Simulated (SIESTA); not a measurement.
Crystal: Cu2O (Cuprite).

```
CELL_PARAMETERS angstrom
4.26000 0.00000 0.00000
0.00000 4.26000 0.00000
0.00000 0.00000 4.26000
ATOMIC_POSITIONS crystal
Cu 0.75000 0.25000 0.75000
Cu 0.75000 0.75000 0.25000
Cu 0.25000 0.75000 0.75000
Cu 0.25000 0.25000 0.25000
O 0.50000 0.50000 0.50000
O 0.00000 0.00000 0.00000
```

Base run:

```yaml
Program: SIESTA 5.4.2
Functional: PBE
Potentials_or_basis: PseudoDojo 0.4 standard (PBE files)
Basis: TZDP (energy shift 0.003 Ry; two zetas on semicore shells)
Grid_cutoff: 800 Ry
Energy_shift: 0.003 Ry
k_mesh: 6 × 6 × 6
Occupations: fermi-dirac, width 0.05 eV
Spin: no spin polarisation
```

Its results: band gap on the k mesh 0.52 eV, direct; pressure 3.0 GPa.

Q: The run is repeated on the same cell with these changes: basis from TZDP (energy shift 0.003 Ry; two zetas on semicore shells) to DZ (energy shift 0.003 Ry; two zetas on semicore shells). What comes out?

A: Band gap on the k mesh 0.46 eV, direct; pressure 3.4 GPa.

Caveats: short orbitals over semicore shells can move pressures by several GPa; the basis of atomic orbitals isn't converged, which shifts pressures, moduli and gaps; the basis has no polarisation orbitals (some runs).
